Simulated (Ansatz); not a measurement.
PbS (Galena) under changes of volume

One of the cells (26.086 Å³/atom); the others are scaled copies at fixed shape and fractional positions:

```
CELL_PARAMETERS angstrom
0.00000 2.96575 2.96575
2.96575 0.00000 2.96575
2.96575 2.96575 0.00000
ATOMIC_POSITIONS crystal
Pb 0.00000 0.00000 0.00000
S 0.50000 0.50000 0.50000
```

* Program: Ansatz 0.2.0
* Functional: BHLYP
* Potentials or basis: Ansatz PAW
* Cutoff: 420 eV (not typed: the program's choice for these potentials)
* k mesh: 4 × 4 × 4
* Occupations: fermi-dirac, width 0.05 eV
* Spin: no spin polarisation

```tsv
volume (Å³/atom)	energy over the lowest point (meV/atom)	pressure (GPa)	gap on the mesh (eV)
24.521	?	?	?
25.042	55.21	7.1	2.55
25.564	34.71	5.5	2.65
26.086	19.43	3.9	2.75
26.607	8.84	2.6	2.83
27.129	2.48	1.3	2.91
27.651	0.00	0.2	2.99
```

Problem. What does the run at 24.521 Å³/atom give?

Solution. Energy over the lowest point 81.42 meV/atom; pressure 9.0 GPa; gap on the mesh 2.44 eV.

Worked out: A Birch-Murnaghan fit of order 3 (a polynomial in V^(-2/3)) to the other rows has its minimum at 27.75 Å³/atom, just outside them, with B0 = V·E''(V) = 56 GPa and B' = 4.2. It gives 81.38 meV/atom at 24.521 Å³/atom, against the run's 81.42, and -dE/dV = 9.0 GPa, against 9.0. A parabola through the other rows of the gap, of slope 5.26 eV per unit of ln V (its deformation potential) there, extrapolates to 2.44 eV, against the run's 2.44.

Energies are extrapolated to zero smearing.

Caveats: all runs use coarse meshes; spin-orbit coupling is left out, which as a rule narrows the gap of such compounds by several tenths of an eV; the PAW data sets come from PBE, with cores solved anew for the run's functional, which leaves a small shift of forces and pressure; the thresholds are loose for stress.

A mesh can miss the band edges.
